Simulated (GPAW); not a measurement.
## LiCl (Fm-3m): G0W0 with GPAW, start to end

Aim: the G0W0 gap of LiCl (Fm-3m) on LDA, step by step.

Calculated with GPAW 26.7.0; LDA and many-body steps on it, plane waves.

**1. Starting point**

Symmetry: Fm-3m, No. 225, cubic system. The conventional cell has a = 5.143 Å, b = 5.143 Å, c = 5.143 Å, α = 90.00°, β = 90.00°, γ = 90.00°. Nearest to Li lie 6 Cl at 2.57 Å. Nearest to Cl lie 6 Li at 2.57 Å. Farther neighbours and most contacts between anions are not listed.

Coordinates:

```cif
data_structure
_symmetry_space_group_name_H-M 'Fm-3m'
_symmetry_Int_Tables_number 225
_cell_length_a 5.1430
_cell_length_b 5.1430
_cell_length_c 5.1430
_cell_angle_alpha 90.000
_cell_angle_beta 90.000
_cell_angle_gamma 90.000
_cell_volume 136.03
loop_
_atom_site_label
_atom_site_type_symbol
_atom_site_symmetry_multiplicity
_atom_site_Wyckoff_symbol
_atom_site_fract_x
_atom_site_fract_y
_atom_site_fract_z
_atom_site_occupancy
Li1 Li 4 a 0.00000 0.00000 0.00000 1
Cl1 Cl 4 b 0.50000 0.00000 0.00000 1
```

The cell and positions come from the Crystallography Open Database and are kept as given unless a step says otherwise.

**2. Ground state**

This step: GPAW 26.7.0; DFT, LDA, plane waves, PAW.

The ground-state density comes first.

Input file run.py:

```python
import json
import numpy as np
from gpaw.mpi import world
from ase import Atoms
from gpaw import GPAW, PW, FermiDirac

atoms = Atoms(['Li', 'Cl'],
    cell=[[0.0000000000, 2.5715000000, 2.5715000000],
      [2.5715000000, 0.0000000000, 2.5715000000],
      [2.5715000000, 2.5715000000, 0.0000000000]],
    scaled_positions=[[0.0000000000, 0.0000000000, 0.0000000000],
      [0.5000000000, 0.5000000000, 0.5000000000]],
    pbc=(True, True, True))
calc = GPAW(mode=PW(600),
    xc='LDA',
    kpts={'size': (8, 8, 8), 'gamma': True},
    occupations=FermiDirac(0.001),
    nbands=-7,
    convergence={'density': 1e-6, 'bands': -3},
    maxiter=100,
    txt='gs.txt')
atoms.calc = calc
res = {'energy': atoms.get_potential_energy()}
kpts = calc.get_ibz_k_points()
res['kpts'] = kpts
res['eigenvalues'] = [calc.get_eigenvalues(kpt=k) for k in range(len(kpts))]
res['n_electrons'] = calc.get_number_of_electrons()
calc.write('gs.gpw')

if world.rank == 0:
    with open('result.json', 'w') as f:
        json.dump(res, f, default=lambda x: x.tolist())
```

Run with:

```console
$ mpirun -n 4 gpaw python run.py
```

Output:

```text
__  _  _
 | _ |_)|_||  |
 |__||  | ||/\| - 26.7.0

Input parameters:
  mode=PW(ecut=600.0),
  convergence={'density': 1e-06, 'bands': -3},
  kpts=MonkhorstPack(size=(8, 8, 8), gamma=True),
  maxiter=100,
  nbands=-7,
  occupations=Occupations(name='fermi-dirac', width=0.001, fixmagmom=False),
  xc=XC(name='LDA')
  [... matrices ...]
Diagonalizing LCAO Hamiltonian
Converting LCAO to pw mode

               Cl

       Li

Atoms  # Å, Bohr magnetons
|   | symbol |        x |        y |        z |    initial magnetic moments |
| 0 |     Li | 0.000000 | 0.000000 | 0.000000 | ( 0.0000,  0.0000,  0.0000) |
| 1 |     Cl | 2.571500 | 2.571500 | 2.571500 | ( 0.0000,  0.0000,  0.0000) |

Unit cell  # Å
| periodic |        x |        y |        z |  lengths |    angles |
|      yes | 0.000000 | 2.571500 | 2.571500 | 3.636650 | 60.000000 |
|      yes | 2.571500 | 0.000000 | 2.571500 | 3.636650 | 60.000000 |
|      yes | 2.571500 | 2.571500 | 0.000000 | 3.636650 | 60.000000 |

Number of symmetries: 48
Symmetry operations  # r_c * U_cc + t_c -> r_c
|    | kind |            matrix            |
|  0 |  σ   |  1, 0, 0,  1, 0,-1,  1,-1, 0 |
|  1 |  C2  |  1, 0, 0,  1,-1, 0,  1, 0,-1 |
|  2 |  E   |  1, 0, 0,  0, 1, 0,  0, 0, 1 |
|  3 |  σ   |  1, 0, 0,  0, 0, 1,  0, 1, 0 |
|  4 |  C4  |  1, 0,-1,  1, 0, 0,  1,-1, 0 |
|  5 |  S6  |  1, 0,-1,  1,-1, 0,  1, 0, 0 |
|  6 |  σ   |  1, 0,-1,  0, 1,-1,  0, 0,-1 |
|  7 |  C3  |  1, 0,-1,  0, 0,-1,  0, 1,-1 |
|  8 |  S6  |  1,-1, 0,  1, 0, 0,  1, 0,-1 |
|  9 |  C4  |  1,-1, 0,  1, 0,-1,  1, 0, 0 |
| 10 |  C3  |  1,-1, 0,  0,-1, 1,  0,-1, 0 |
| 11 |  σ   |  1,-1, 0,  0,-1, 0,  0,-1, 1 |
| 12 |  σ   |  0, 1, 0,  1, 0, 0,  0, 0, 1 |
| 13 |  C4  |  0, 1, 0,  0, 1,-1, -1, 1, 0 |
| 14 |  C3  |  0, 1, 0,  0, 0, 1,  1, 0, 0 |
| 15 |  S6  |  0, 1, 0, -1, 1, 0,  0, 1,-1 |
| 16 |  C2  |  0, 1,-1,  1, 0,-1,  0, 0,-1 |
| 17 |  σ   |  0, 1,-1,  0, 1, 0, -1, 1, 0 |
| 18 |  S4  |  0, 1,-1,  0, 0,-1,  1, 0,-1 |
| 19 |  C4  |  0, 1,-1, -1, 1, 0,  0, 1, 0 |
| 20 |  C3  |  0, 0, 1,  1, 0, 0,  0, 1, 0 |
| 21 |  σ   |  0, 0, 1,  0, 1, 0,  1, 0, 0 |
| 22 |  S6  |  0, 0, 1,  0,-1, 1, -1, 0, 1 |
| 23 |  C4  |  0, 0, 1, -1, 0, 1,  0,-1, 1 |
| 24 |  S4  |  0, 0,-1,  1, 0,-1,  0, 1,-1 |
| 25 |  C3  |  0, 0,-1,  0, 1,-1,  1, 0,-1 |
| 26 |  C2  |  0, 0,-1,  0,-1, 0, -1, 0, 0 |
| 27 |  S6  |  0, 0,-1, -1, 0, 0,  0,-1, 0 |
| 28 |  S4  |  0,-1, 1,  1,-1, 0,  0,-1, 0 |
| 29 |  C4  |  0,-1, 1,  0, 0, 1, -1, 0, 1 |
| 30 |  C2  |  0,-1, 1,  0,-1, 0,  1,-1, 0 |
| 31 |  σ   |  0,-1, 1, -1, 0, 1,  0, 0, 1 |
| 32 |  C3  |  0,-1, 0,  1,-1, 0,  0,-1, 1 |
| 33 |  S6  |  0,-1, 0,  0, 0,-1, -1, 0, 0 |
| 34 |  S4  |  0,-1, 0,  0,-1, 1,  1,-1, 0 |
| 35 |  C2  |  0,-1, 0, -1, 0, 0,  0, 0,-1 |
| 36 |  C2  | -1, 1, 0,  0, 1, 0,  0, 1,-1 |
| 37 |  S6  | -1, 1, 0,  0, 1,-1,  0, 1, 0 |
| 38 |  S4  | -1, 1, 0, -1, 0, 1, -1, 0, 0 |
| 39 |  C3  | -1, 1, 0, -1, 0, 0, -1, 0, 1 |
| 40 |  S6  | -1, 0, 1,  0, 0, 1,  0,-1, 1 |
| 41 |  C2  | -1, 0, 1,  0,-1, 1,  0, 0, 1 |
| 42 |  C3  | -1, 0, 1, -1, 1, 0, -1, 0, 0 |
| 43 |  S4  | -1, 0, 1, -1, 0, 0, -1, 1, 0 |
| 44 |  C2  | -1, 0, 0,  0, 0,-1,  0,-1, 0 |
| 45 |  i   | -1, 0, 0,  0,-1, 0,  0, 0,-1 |
| 46 |  σ   | -1, 0, 0, -1, 1, 0, -1, 0, 1 |
| 47 |  C2  | -1, 0, 0, -1, 0, 1, -1, 1, 0 |

BZ-sampling:
  Number of BZ points: 512
  Number of IBZ points: 29

  Monkhorst-Pack size: [8, 8, 8]
  Monkhorst-Pack shift: [0.0625, 0.0625, 0.0625]

K-points  # in reciprocal-cell coordinates
|     |                                coordinates |     weight |
|   0 | (  0.00000000,   0.00000000,   0.00000000) | 0.00195312 |
|   1 | (  0.12500000,   0.12500000,   0.00000000) | 0.01171875 |
|   2 | (  0.12500000,   0.12500000,   0.12500000) | 0.01562500 |
|   3 | (  0.25000000,   0.12500000,   0.12500000) | 0.02343750 |
|   4 | (  0.25000000,   0.25000000,   0.00000000) | 0.01171875 |
|   5 | (  0.25000000,   0.25000000,   0.12500000) | 0.04687500 |
|   6 | (  0.25000000,   0.25000000,   0.25000000) | 0.01562500 |
|   7 | (  0.37500000,   0.25000000,  -0.37500000) | 0.04687500 |
|   8 | (  0.37500000,   0.25000000,   0.12500000) | 0.04687500 |
|   9 | (  0.37500000,   0.25000000,   0.25000000) | 0.04687500 |
| ... |                                            |            |
|  28 | (  0.50000000,   0.50000000,   0.50000000) | 0.00781250 |

Plane wave coefficients: 1158
Cutoff: 600.0 eV

Spin-components: 1 (collinear spins)
Bands:           11
Projectors:      8
Spin-degeneracy: 2
Datatype:        complex128

  Storage: CPU
  Wave functions: 5_813_456 bytes (1_453_364 per core)
  Projectors: 10_041_424 bytes (2_510_356 per core)
  [... matrices ...]
Parallelization:
  kpt:    4
  domain: 1
  band:   1

Density:
  Valence electrons: 8.0
  Components: 1
  Grid points: [21 21 21]
  Charge: 0.0  # |e|

Potential:
  Grid points: [21 21 21]

species:
  Li:
    name:    Lithium
    Z:       3.0
    valence: 1
    core:    2
    charge:  0.0  # [|e|]
    compensation charges:
      type: gauss
      rc: 0.33  # [Å]
      lmax: 2
    cutoffs:
      filter: 1.91  # [Å]
      core: 2.55  # [Å]
    projectors
    | kind |    occ | energy [eV] | rcut [Å] |
    |   2s |  1.000 |      -2.874 |    1.058 |
    |   2p |  0.000 |      -1.126 |    1.058 |
    |    s |        |      24.338 |    1.058 |

    Using partial waves for Li as LCAO basis

  Cl:
    name:    Chlorine
    Z:       17.0
    valence: 7
    core:    10
    charge:  0.0  # [|e|]
    compensation charges:
      type: gauss
      rc: 0.25  # [Å]
      lmax: 2
    cutoffs:
      filter: 1.40  # [Å]
      core: 1.49  # [Å]
    projectors
    | kind |    occ | energy [eV] | rcut [Å] |
    |   3s |  2.000 |     -20.688 |    0.794 |
    |   3p |  5.000 |      -8.701 |    0.794 |
    |    s |        |       6.523 |    0.794 |
    |    p |        |      18.511 |    0.794 |
    |    d |        |       0.000 |    0.794 |

    Using partial waves for Cl as LCAO basis

Reference energy: -12718.738429  # eV

eigensolver:
  PPCG
  Converge bands: -3
  niter=2

density mixing:
  MSR1-Mixer
  Pratt-step length: 0.05
  Maximum mixing coefficient: 0.75
  Old densities: 10
  SVD Regularization: 0.005
  Good broyden scale: 1.0
  Trust region scale: 1.0
  Backstep threshold: 4.0
  History deletion threshold: 6.0
  Fourier metric: weight=20.0, sigma=0.015

occupation numbers:
  Fermi-Dirac:
    width: 0.0010  # eV

poisson solver:
  ecut: 4800.0  # eV

xc functional:
  name: None

Initialization done in: 1.205 s

convergence criteria:
- Maximum integral of absolute [dens]ity change: 1e-06 electrons / valence electron
- Maximum [total energy] change in last 3 cyles: 0.0005 eV / valence electron
- Maximum integral of absolute [eigenst]ate change: 4e-08 eV^2 / valence electron
maximum number of iterations: 100

SCF iterations
|iter     |     time |      energy | eigst |  dens |
|iter:   1|  |   -8.025896 | +1.27 |       |
|iter:   2|  |   -8.025207 | -0.08 | -1.33 |
|iter:   3|  |   -8.019402 | -1.27 | -1.36 |
|iter:   4|  |   -8.019954 | -1.55 | -1.96 |
|iter:   5|  |   -8.019977c| -2.69 | -2.68 |
|iter:   6|  |   -8.019981c| -3.42 | -3.28 |
|iter:   7|  |   -8.019982c| -4.29 | -4.47 |
|iter:   8|  |   -8.019982c| -4.86 | -5.17 |
|iter:   9|  |   -8.019982c| -5.68 | -5.74 |
|iter:  10|  |   -8.019982c| -6.18 | -6.86c|
|iter:  11|  |   -8.019982c| -6.97 | -7.31c|
|iter:  12|  |   -8.019982c| -7.50c| -7.36c|

Converged in 12 steps
SCF loop duration: 1.829 s (0.152 s/step)
Energy contributions relative to reference atoms: (reference = -12718.738429)
  [... matrices ...]
Energy contributions:
  Kinetic:           6.616641
  Coulomb:          -7.235369
  Zero:              0.035898
  External:          0.000000
  Xc:               -7.437152
  Entropy:          -0.000000
  Spinorbit:         0.000000
  ----------------------------
  Free energy:      -8.019982
  Extrapolated:     -8.019982

dipole moment: (-2.979338, -2.979338, -2.979338)  # |e|*Ang

Fermi level: 3.308
Eigenvalues  # (at kpt = [0.000, 0.000, 0.000])
| band index |      eig [eV] | occ [0-2] |
|          0 |       -12.845 |     2.000 |
|          1 |         0.480 |     2.000 |
|          2 |         0.480 |     2.000 |
|          3 |         0.480 |     2.000 |
|          4 |         6.421 |     0.000 |
|          5 |        12.096 |     0.000 |
|          6 |        12.096 |     0.000 |
|          7 |        12.096 |     0.000 |
|          8 |        14.590 |     0.000 |
|          9 |        14.590 |     0.000 |
|         10 |        14.590 |     0.000 |

Gap: 5.941 eV
Transition (v -> c):
  (s=0, k=0, n=3, [0.00, 0.00, 0.00]) -> (s=0, k=0, n=4, [0.00, 0.00, 0.00])
No difference between direct/indirect transitions
# Writing to gs.gpw (mode='')
  [... matrices ...]
```

The job ended after 4.8 s (4 MPI ranks of Intel Xeon Platinum 8375C at 2.90GHz (Ice Lake), shared host; peak memory 0.62 GiB).

This step gave:

```yaml
total_energy: -8.020 eV
gap: 5.941 eV
k_of_the_valence_top: 0, 0, 0
k_of_the_conduction_bottom: 0, 0, 0
least_direct_gap: 5.941 eV
```

The gap is direct, at Γ.

**3. Bands along the symmetry lines**

Levels along a band path, at the cheap level, show where the edges lie and whether the meshes to come will hold them.

Input file run.py:

```python
import json
import numpy as np
from gpaw.mpi import world
from gpaw import GPAW

path = [[0.000000, 0.000000, 0.000000],
    [0.062500, 0.000000, 0.062500],
    [0.125000, 0.000000, 0.125000],
    [0.187500, 0.000000, 0.187500],
    [0.250000, 0.000000, 0.250000],
    [0.312500, 0.000000, 0.312500],
    [0.375000, 0.000000, 0.375000],
    [0.437500, 0.000000, 0.437500],
    [0.500000, 0.000000, 0.500000],
    [0.515625, 0.031250, 0.515625],
    [0.531250, 0.062500, 0.531250],
    [0.546875, 0.093750, 0.546875],
    [0.562500, 0.125000, 0.562500],
    [0.578125, 0.156250, 0.578125],
    [0.593750, 0.187500, 0.593750],
    [0.609375, 0.218750, 0.609375],
    [0.625000, 0.250000, 0.625000],
    [0.375000, 0.375000, 0.750000],
    [0.328125, 0.328125, 0.656250],
    [0.281250, 0.281250, 0.562500],
    [0.234375, 0.234375, 0.468750],
    [0.187500, 0.187500, 0.375000],
    [0.140625, 0.140625, 0.281250],
    [0.093750, 0.093750, 0.187500],
    [0.046875, 0.046875, 0.093750],
    [0.000000, 0.000000, 0.000000],
    [0.062500, 0.062500, 0.062500],
    [0.125000, 0.125000, 0.125000],
    [0.187500, 0.187500, 0.187500],
    [0.250000, 0.250000, 0.250000],
    [0.312500, 0.312500, 0.312500],
    [0.375000, 0.375000, 0.375000],
    [0.437500, 0.437500, 0.437500],
    [0.500000, 0.500000, 0.500000],
    [0.500000, 0.468750, 0.531250],
    [0.500000, 0.437500, 0.562500],
    [0.500000, 0.406250, 0.593750],
    [0.500000, 0.375000, 0.625000],
    [0.500000, 0.343750, 0.656250],
    [0.500000, 0.312500, 0.687500],
    [0.500000, 0.281250, 0.718750],
    [0.500000, 0.250000, 0.750000],
    [0.500000, 0.218750, 0.718750],
    [0.500000, 0.187500, 0.687500],
    [0.500000, 0.156250, 0.656250],
    [0.500000, 0.125000, 0.625000],
    [0.500000, 0.093750, 0.593750],
    [0.500000, 0.062500, 0.562500],
    [0.500000, 0.031250, 0.531250],
    [0.500000, 0.000000, 0.500000]]
calc = GPAW('gs.gpw').fixed_density(kpts=path,
    symmetry='off',
    nbands=14,
    convergence={'bands': 10},
    txt='bands.txt')
res = {}
kpts = calc.get_ibz_k_points()
res['kpts'] = kpts
res['eigenvalues'] = [calc.get_eigenvalues(kpt=k) for k in range(len(kpts))]
res['n_electrons'] = calc.get_number_of_electrons()

if world.rank == 0:
    with open('result.json', 'w') as f:
        json.dump(res, f, default=lambda x: x.tolist())
```

Run with:

```console
$ mpirun -n 4 gpaw python run.py
```

Output:

```text
Diagonalizing LCAO Hamiltonian
Converting LCAO to pw mode
convergence criteria:
- Maximum integral of absolute [eigenst]ate change: 4e-08 eV^2 / valence electron
maximum number of iterations: 100

SCF iterations
|iter     |     time |      energy | eigst |  dens |
|iter:   1|  |             | +2.26 |       |
|iter:   2|  |             | +1.04 |       |
|iter:   3|  |             | +0.18 |       |
[...]
|iter:   7|  |             | -5.06 |       |
|iter:   8|  |             | -6.48 |       |
|iter:   9|  |             | -7.62c|       |
SCF steps: 9
  __  _  _
 | _ |_)|_||  |
 |__||  | ||/\| - 26.7.0

Input parameters:
  mode=PW(ecut=600.0),
  convergence={'bands': 10},
  gpts=array([21, 21, 21]),
  kpts=KPoints(kpts=array([[0.      , 0.      , 0.      ],
         [0.0625  , 0.      , 0.0625  ],
         [0.125   , 0.      , 0.125   ],
         [0.1875  , 0.      , 0.1875  ],
[...]
[0.515625, 0.03125 , 0.515625],
[...]
[0.546875, 0.09375 , 0.546875],
[...]
[0.578125, 0.15625 , 0.578125],
[...]
[0.609375, 0.21875 , 0.609375],
[...]
[0.328125, 0.328125, 0.65625 ],
[...]
[0.234375, 0.234375, 0.46875 ],
[...]
[0.140625, 0.140625, 0.28125 ],
[...]
[0.046875, 0.046875, 0.09375 ],
[...]
[0.5     , 0.0625  , 0.5625  ],
         [0.5     , 0.03125 , 0.53125 ],
         [0.5     , 0.      , 0.5     ]])),
  maxiter=100,
  nbands=14,
  occupations=Occupations(name='fermi-dirac', width=0.001, fixmagmom=False),
  parallel={},
  symmetry=Symmetry(point_group=False, time_reversal=False),
  xc=XC(name='LDA')
  [... matrices ...]
timing:  # [seconds]
  Total: 0.042  # ━━━━━━━━━━━━━━━━━━━━━━━━━━━━━━━━━━━━━━━━━━━━━━━━━━━━━━━━━━━
```

Run time: 5.2 s. Hardware: 4 MPI ranks; peak memory 0.65 GiB; 20 s of CPU time.

Numbers from this step:

- gap: 5.936 eV
- k of the valence top: 0.0938, 0.0938, 0.1875
- k of the conduction bottom: 0, 0, 0
- least direct gap: 5.941 eV

The gap is 5.936 eV, −0.005 eV from the run before at this level.

Electronic bands along the path, in eV, zero at the top of the highest filled band; v1 is the highest filled band, c1 the lowest empty one:

```
    point      v4     v3     v2     v1    c1     c2     c3     c4
        Γ  -13.33  -0.01  -0.01  -0.01  5.94  11.61  11.61  11.61
  halfway  -12.95  -1.55  -0.61  -0.61  8.19   9.24   9.37  12.14
        X  -12.50  -2.96  -1.13  -1.13  7.56   7.99  12.03  13.69
  halfway  -12.50  -2.85  -1.36  -1.05  7.67   8.43  11.74  12.74
        U  -12.53  -2.54  -1.82  -0.85  7.75   9.62  11.07  11.37
jump to K  -12.53  -2.54  -1.82  -0.85  7.75   9.62  11.07  11.37
  halfway  -12.94  -1.76  -0.89  -0.09  7.57   9.76   9.99  10.53
        Γ  -13.33  -0.01  -0.01  -0.01  5.94  11.61  11.61  11.61
  halfway  -13.06  -1.62  -0.14  -0.14  6.84  10.33  10.33  10.63
        L  -12.75  -2.87  -0.25  -0.25  6.38   9.14   9.14  12.58
  halfway  -12.63  -2.60  -1.34  -0.59  7.85   8.98  10.18  11.39
        W  -12.51  -2.17  -2.17  -1.08  9.23   9.75  10.09  10.09
  halfway  -12.50  -2.75  -1.47  -1.10  8.03   8.64  11.45  11.77
        X  -12.50  -2.96  -1.13  -1.13  7.56   7.99  12.03  13.69
```

The electronic bands as a text plot (rows in eV, shown from -8.0 to 11.7 only):

```
   11.3 |++++           +++      +++++++++++ ++       ++     +
   10.4 |  ++     +        ++++++++++    ++++         +++++++
    9.6 |    +++++       ++ +++++++          ++++ ++++   ++++
    8.8 |       ++     ++                        +++++++++ +++
    8.0 |     ++++++++++++++++++                      ++     ++++
    7.2 |    +       +          +++         +       ++
    6.3 |++++                      +++++++++ +++++++
    5.5 |
    4.7 |
    3.9 |
    3.1 |
    2.2 |
    1.4 |
    0.6 |
   -0.2 |*******            ***************************
   -1.0 |    *  ************  *******      *         ************
   -1.9 |     ****      *********           ***        *******
   -2.7 |         *********                    **********  ******
   -3.5 |
   -4.3 |
   -5.1 |
   -6.0 |
   -6.8 |
   -7.6 |
         Γ           X  U|K            Γ         L        W     X
```

**4. Empty states on the mesh, 6×6×6 mesh, 188 bands**

The sums over transitions need many empty states on a uniform mesh; this step solves for them.

Input file run.py:

```python
import json
import numpy as np
from gpaw.mpi import world
from gpaw import GPAW

calc = GPAW('gs.gpw').fixed_density(kpts={'size': (6, 6, 6), 'gamma': True},
    parallel={'domain': 1, 'band': 1},
    txt='nscf.txt')
calc.diagonalize_full_hamiltonian(nbands=188)
calc.write('full.gpw', mode='all')
res = {}
kpts = calc.get_ibz_k_points()
res['kpts'] = kpts
res['eigenvalues'] = [calc.get_eigenvalues(kpt=k) for k in range(len(kpts))]
res['n_electrons'] = calc.get_number_of_electrons()

if world.rank == 0:
    with open('result.json', 'w') as f:
        json.dump(res, f, default=lambda x: x.tolist())
```

Run with:

```console
$ mpirun -n 4 gpaw python run.py
```

Output:

```text
Diagonalizing LCAO Hamiltonian
Converting LCAO to pw mode
convergence criteria:
- Maximum integral of absolute [eigenst]ate change: 4e-08 eV^2 / valence electron
maximum number of iterations: 100

SCF iterations
|iter     |     time |      energy | eigst |  dens |
|iter:   1|  |             | +1.25 |       |
|iter:   2|  |             | -0.09 |       |
|iter:   3|  |             | -0.05 |       |
[...]
|iter:   9|  |             | -6.20 |       |
|iter:  10|  |             | -6.93 |       |
|iter:  11|  |             | -7.64c|       |
SCF steps: 11
  __  _  _
 | _ |_)|_||  |
 |__||  | ||/\| - 26.7.0

Input parameters:
  mode=PW(ecut=600.0),
  convergence={'density': 1e-06, 'bands': -3},
  gpts=array([21, 21, 21]),
  kpts=MonkhorstPack(size=(6, 6, 6), gamma=True),
  maxiter=100,
  nbands=11,
  occupations=Occupations(name='fermi-dirac', width=0.001, fixmagmom=False),
  parallel={'domain': 1, 'band': 1},
  xc=XC(name='LDA')
Matrix size: 1154x1154
# Writing to full.gpw (mode='all')
  [... matrices ...]

timing:  # [seconds]
  Total: 4.478  # ━━━━━━━━━━━━━━━━━━━━━━━━━━━━━━━━━━━━━━━━━━━━━━━━━━━━━━━━━━━
```

Wall time 8.2 s (4 MPI ranks); peak memory 1 GiB; 32 s of CPU time.

This step gave:

* gap: 5.941 eV
* k of the valence top: 0, 0, 0
* k of the conduction bottom: 0, 0, 0
* least direct gap: 5.941 eV
* k points computed: 16
* lowest point of the top converged band, above the valence top: 166.8684 eV

On this mesh the gap is 5.941 eV.

(Continued in part 2 of 2.)

[Paths, hosts, dates, memory and timing lines, banners, echoed tables and standing remarks are left out of the program output.]

[Logs are printed without paths, hosts, clocks, repeated set-up lines and the standing remarks that a program may print on its own settings, such as how far it seeks lower states.]

[Runs of the session that timed out or met a known fault of the program may be left out.]

[Hosts, paths, dates, database ids (printed as entryN), source tags and the programs' standing remarks are cut or masked in the printed files.]
